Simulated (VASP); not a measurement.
# N (P6_3/mmc) in VASP: a series of runs

Runs on N. Level: LDA. Tasks: single point.

All numbers are computed with VASP 6.6.1; they aren't measurements. Logs are shortened: lines on timing, memory, paths and dates and some standing lists are left out, and cuts for length are marked.

## (1) The cell of the first run

It takes space group P6_3/mmc (No. 194, hexagonal). Conventional cell: a = 3.484 Å, b = 3.484 Å, c = 5.654 Å, α = 90.00°, β = 90.00°, γ = 120.00°. Around N (site symmetry -6m2) lie 12 N at 3.47 to 3.48 Å.

The real solid is made of molecules; this cell is a model form.

## (2) Single point, LDA (strain -0.040 along x and y, -0.040 along z, atoms carried along)

Input file INCAR:

```
SYSTEM = N
ALGO     = Normal         ! electronic algorithm
EDIFF    = 1E-6           ! SCF threshold, eV
ENCUT    = 520            ! plane-wave cutoff, eV
GGA      = CA             ! functional
ISIF     = 2              ! what is computed and relaxed
ISMEAR   = 0              ! smearing method
LASPH    = .TRUE.         ! aspherical terms in the spheres
LCHARG   = .FALSE.        ! write CHGCAR
LREAL    = .FALSE.        ! projectors in reciprocal space
LWAVE    = .FALSE.        ! write WAVECAR
NBANDS   = 12             ! bands
NELM     = 80             ! most SCF steps
PREC     = Accurate       ! precision mode
SIGMA    = 0.15           ! smearing width, eV
```

Input file KPOINTS:

```
k-points
0
G
  15 15 8
  0 0 0
```

Input file POSCAR:

```
N
1.0
    3.4838415837      0.0000000000      0.0000000000
   -1.7419207918      3.0170953142      0.0000000000
    0.0000000000      0.0000000000      5.6544000000
N
2
Direct
    0.3333333333      0.6666666667      0.2500000000
    0.6666666667      0.3333333333      0.7500000000
```

Potentials or basis: VASP PAW LDA potentials, release 64 (N).

Command:

```
$ cat potpaw_LDA.64/N/POTCAR > POTCAR
$ mpirun -np 1 vasp_std > vasp.out
```

OUTCAR:

```text
SYSTEM = N
   EDIFF = 1E-6
   ENCUT = 520
   GGA = CA
   ISIF = 2
   ISMEAR = 0
   LASPH = .TRUE.
   LREAL = .FALSE.
   NELM = 80
   PREC = Accurate

 ion  position               nearest neighbor table
   1  0.333  0.667  0.250-
   2  0.667  0.333  0.750-

  LATTYP: Found a hexagonal cell.
 ALAT       =     3.4838415837
 C/A-ratio  =     1.6230359114

  Lattice vectors:

 A1 = (   3.4838415837,   0.0000000000,   0.0000000000)
 A2 = (  -1.7419207918,   3.0170953142,   0.0000000000)
 A3 = (   0.0000000000,   0.0000000000,   5.6544000000)

Analysis of symmetry for initial positions (statically):
=====================================================================
 Subroutine PRICEL returns:
 Original cell was already a primitive cell.

 Routine SETGRP: Setting up the symmetry group for a
 hexagonal supercell.

 Subroutine GETGRP returns: Found 24 space group operations
 (whereof 12 operations were pure point group operations)
 out of a pool of 24 trial point group operations.

The static configuration has the point symmetry D_3d.
 The point group associated with its full space group is D_6h.

Analysis of symmetry for dynamics (positions and initial velocities):
=====================================================================
 Subroutine PRICEL returns:
 Original cell was already a primitive cell.

 Routine SETGRP: Setting up the symmetry group for a
 hexagonal supercell.

 Subroutine GETGRP returns: Found 24 space group operations
 (whereof 12 operations were pure point group operations)
 out of a pool of 24 trial point group operations.

The dynamic configuration has the point symmetry D_3d.
 The point group associated with its full space group is D_6h.

 Subroutine INISYM returns: Found 24 space group operations
 (whereof 12 operations are pure point group operations),
 and found     1 'primitive' translations

----------------------------------------------------------------------------------------

                                     Primitive cell

  volume of cell :      59.4339

  direct lattice vectors                    reciprocal lattice vectors
     3.483841584  0.000000000  0.000000000     0.287039458  0.165722308  0.000000000
    -1.741920792  3.017095314  0.000000000     0.000000000  0.331444617  0.000000000
     0.000000000  0.000000000  5.654400000     0.000000000  0.000000000  0.176853424

[... 91 lines left out ...]
   POTIM  = 0.5000    time-step for ionic-motion
   TEBEG  =    0.0;   TEEND  =   0.0 temperature during run
   PSTRESS=    0.0 pullay stress
   NELECT =      10.0000    total number of electrons
   NUPDOWN=      -1.0000    fix difference up-down
   EMIN   =  10.00;   EMAX   =-10.00  energy-range for DOS
   EFERMI =   0.00;   METHOD = LEGACY
   ISMEAR =     0;   SIGMA  =   0.15  broadening in eV -4-tet -1-fermi 0-gaus
   EFERMI_NEDOS =   21; number of points for ismear=-14 and -15
   IALGO  =     38    algorithm
   IMIX   =      4    mixing-type and parameters
     AMIX     =   0.40;   BMIX     =  1.00
     AMIX_MAG =   1.60;   BMIX_MAG =  1.00
  volume/ion in A,a.u.               =      29.72       200.54
  Fermi-wavevector in a.u.,A,eV,Ry     =   0.903782  1.707900 11.113528  0.816821
  Thomas-Fermi vector in A             =   2.027149
   LORBIT       =      0    0 simple, 1 ext, 2 COOP (PROOUT), +10 PAW based schemes
   GGA     = CA    functional components
   LHFCALC =     F    Hartree Fock is set to
   AEXX    =    0.0000 exact exchange contribution
   IVDW    =     0    specifies the selected vdW correction
   LEPSILON=     F    determine dielectric tensor
   LRPA    =     F    only Hartree local field effects (RPA)
 non-spin polarized calculation
 Gauss-broadening in eV      SIGMA  =   0.15
  energy-cutoff  :      520.00
  volume of cell :       59.43
 maximum number of plane-waves:      1635
 NGX is ok and might be reduce to    28
   NGX = 13   NGY = 13   NGZ = 21

 number of electron      10.0000001 magnetization

 Free energy of the ion-electron system (eV)
  ---------------------------------------------------
  ext. energy  EPLUGINS =         0.00000000
  ---------------------------------------------------
  free energy    TOTEN  =        -2.64859335 eV

  energy without entropy =       -2.55900025  energy(sigma->0) =       -2.60379680

 E-fermi :  -4.7928     XC(G=0):  -6.9788

 val. band max:       -4.7943685370   @ k =   0.4000   0.0667   0.3750
 cond. band min:      -4.7925525849   @ k =   0.4667   0.0667   0.3750
 fundamental gap:      0.0018159521
 Fermi energy:        -4.7928101810

 k-point     1 :       0.0000    0.0000    0.0000
  band No.  band energies     occupation
      1     -16.5912      2.00000
      2     -16.1029      2.00000
      3      -5.9741      2.00000
      4      -4.4130      0.00034
      5      -4.4130      0.00034
      6      -4.2461      0.00000
      7      -4.2461      0.00000
      8      -4.2310      0.00000
      9       2.4080      0.00000
     10       6.2636      0.00000
     11       6.8808      0.00000
     12      13.1484      0.00000
[... 331 lines left out ...]
 k-point    24 :       0.4000    0.2000    0.0000
  band No.  band energies     occupation
      1     -16.0632      2.00000
      2     -15.9683      2.00000
      3      -5.6675      2.00000
      4      -5.3173      2.00000
      5      -5.0464      1.98320
      6      -5.0002      1.94945
      7      -4.6983      0.37269
      8      -4.6764      0.27254
      9       6.3336      0.00000
     10       6.7659      0.00000
     11       7.3312      0.00000
     12       7.9989      0.00000

 [... further k-points ...]

------------------------ aborting loop because EDIFF is reached ----------------------------------------

  FORCE on cell =-STRESS in cart. coord.  units (eV):
  Direction    XX          YY          ZZ          XY          YZ          ZX
  --------------------------------------------------------------------------------------
  -------------------------------------------------------------------------------------
  Total       -4.0702948     -4.0702948     -4.0969609     -0.0000000     -0.0000000     -0.0000000
  in kB     -109.7242167   -109.7242167   -110.4430645     -0.0000000     -0.0000000     -0.0000000
  external PRESSURE =    -109.9638326 kB  Pullay stress =       0.0000000 kB

 VOLUME and BASIS-vectors are now :
 -----------------------------------------------------------------------------
  energy-cutoff  :      520.00
  volume of cell :       59.43
      direct lattice vectors                 reciprocal lattice vectors
     3.483841584  0.000000000  0.000000000     0.287039458  0.165722308  0.000000000
    -1.741920792  3.017095314  0.000000000     0.000000000  0.331444617  0.000000000
     0.000000000  0.000000000  5.654400000     0.000000000  0.000000000  0.176853424

 POSITION                                       TOTAL-FORCE (eV/Angst)
 -----------------------------------------------------------------------------------
     -0.00000      2.01140      1.41360        -0.000000      0.000000      0.000000
      1.74192      1.00570      4.24080         0.000000     -0.000000      0.000000
 -----------------------------------------------------------------------------------
    total drift:                               -0.000000      0.000000     -0.000000

  FREE ENERGIE OF THE ION-ELECTRON SYSTEM (eV)
  ---------------------------------------------------
  free  energy   TOTEN  =        -2.6485933500 eV

  energy  without entropy=       -2.5590002480  energy(sigma->0) =       -2.60379680
```

OSZICAR:

```text
N       E                     dE             d eps       ncg     rms          rms(c)
DAV:   1     0.371505656747E+02    0.37151E+02   -0.42388E+03  3248   0.662E+02
DAV:   2    -0.941385681716E+00   -0.38092E+02   -0.37169E+02  5072   0.124E+02
DAV:   3    -0.273846837079E+01   -0.17971E+01   -0.17438E+01  4008   0.273E+01
DAV:   4    -0.275315419952E+01   -0.14686E-01   -0.14664E-01  3448   0.289E+00
DAV:   5    -0.275326965704E+01   -0.11546E-03   -0.11545E-03  3876   0.250E-01    0.164E+00
DAV:   6    -0.265420528267E+01    0.99064E-01   -0.14943E-01  3480   0.259E+00    0.439E-01
DAV:   7    -0.264798894123E+01    0.62163E-02   -0.19616E-02  3356   0.953E-01    0.221E-01
DAV:   8    -0.264859196620E+01   -0.60302E-03   -0.43119E-04  3696   0.170E-01    0.377E-02
DAV:   9    -0.264858893571E+01    0.30305E-05   -0.34710E-06  3644   0.170E-02    0.160E-02
DAV:  10    -0.264859332486E+01   -0.43892E-05   -0.16773E-06  3292   0.824E-03    0.862E-04
DAV:  11    -0.264859334998E+01   -0.25119E-07   -0.42968E-08  1900   0.145E-03
   1 F= -.26485933E+01 E0= -.26037968E+01  d E =-.895931E-01
```

stdout:

```text
POSCAR found type information on POSCAR N
 POSCAR found :  1 types and       2 ions
 scaLAPACK will be used
 LDA part: xc-table for (Slater(with rela. corr.)+CA(PZ))
 , standard interpolation
 POSCAR, INCAR and KPOINTS ok, starting setup
 FFT: planning ... GRIDC
 FFT: planning ... GRID_SOFT
 FFT: planning ... GRID
 WAVECAR not read
 entering main loop
```

Wall time 34 s (1 thread of AMD EPYC 9R45 (Zen 5), shared host); peak memory 0.16 GiB.

What came out:

```
Free energy            : -2.6486 eV
Pressure               : -11.0 GPa
Band gap on the k mesh : none (metal or under the smearing width)
```

Levels at points of the mesh, in eV from the Fermi level:
```tsv
k point	band 3	band 4	band 5	band 6	band 7	band 8
(0.00, 0.00, 0.00)	-1.18	0.38	0.38	0.55	0.55	0.56
(0.00, 0.00, 0.50)	-0.38	-0.38	0.46	0.46	0.46	0.46
```

(Continued in part 2 of 3.)
